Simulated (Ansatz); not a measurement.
**Cs: pressure up to the limit of the methods**

The task here is to estimate one member of a computed series from the others.

Computed with Ansatz 0.2.0 (DFT, PBE, PAW with Ansatz's default frozen-core files, scalar-relativistic, unless a step's input says otherwise).

### The system as given

Symmetry: P6/mmm, No. 191, hexagonal system. Conventional cell: a = 8.668 Å, b = 8.668 Å, c = 5.374 Å, α = 90.00°, β = 90.00°, γ = 120.00°.

Coordinates:

```
CELL_PARAMETERS angstrom
8.66767 0.00000 0.00000
-4.33384 7.50642 0.00000
0.00000 0.00000 5.37396
ATOMIC_POSITIONS crystal
Cs 0.00000 0.00000 0.00000
Cs 0.33333 0.66667 0.50000
Cs 0.66667 0.33333 0.50000
```

Whether this phase is the stable one at these pressures isn't tested.

Atoms are numbered in the order of the input: Cs1, Cs2, Cs3.

The first run:

Contents of input.yaml:

```yaml
crystal:
  lattice:
    - [8.6676725299, 0.0, 0.0]
    - [-4.3338362649, 7.5064246026, 0.0]
    - [0.0, 0.0, 5.3739569685]
  atoms:
    - { symbol: Cs, position: [0.0, 0.0, 0.0] }
    - { symbol: Cs, position: [0.3333333333, 0.6666666667, 0.5] }
    - { symbol: Cs, position: [0.6666666667, 0.3333333333, 0.5] }
kpoints:
  mp_grid: { grid: [4, 4, 6] }
scf:
  occupations: { method: fermi_dirac, width: 0.08 }
hamiltonian:
  xc: pbe
  pseudopotentials: { kind: paw }
output:
  forces: true
  stress: true
relax:
  f_tol: 0.005
  max_steps: 40
  cell: {}
```

On the command line:

```sh
$ ansatz run input.yaml --threads 1 --pin off --max-ram 3072MiB --backend cpu --events-out ev --progress --plain --runs-dir out
```

Among the steps run: Cell relaxed at zero pressure, PAW; Volume scaled by 1, PAW; Shape and atoms relaxed at 0.9 of the volume, PAW; Volume scaled by 0.9, PAW; Shape and atoms relaxed at 0.6 of the volume, PAW; Volume scaled by 0.6, PAW; Shape and atoms relaxed at 0.5 of the volume, PAW; Volume scaled by 0.5, PAW; Shape and atoms relaxed at 0.4 of the volume, PAW; Volume scaled by 0.4, PAW; Volume scaled by 0.4, PAW (partial_waves polarizable).

One of the session's tables, all rows but one given; the rest of the session is left out.

 The rows PAW, 0.4 and PAW (partial_waves polarizable), 0.4 agree to the last digit and may rest on the same set-up.

| method | volume over the first | volume (Å³/atom) | pressure (GPa) |
| --- | --- | --- | --- |
| PAW | 1 | 118.288 | 0.00 |
| PAW | 0.9 | ? | ? |
| PAW | 0.6 | 70.973 | 2.08 |
| PAW | 0.5 | 59.144 | 3.51 |
| PAW | 0.4 | 47.315 | 5.49 |
| PAW (partial_waves polarizable) | 0.4 | 47.315 | 5.49 |

Q: Estimate the row for PAW, 0.9 from the others.

**Answer.** volume (Å³/atom): 106.459; pressure (GPa): 0.23. In the column «volume (Å³/atom)» it lies between PAW, 0.6 (70.973) and PAW, 1 (118.288).
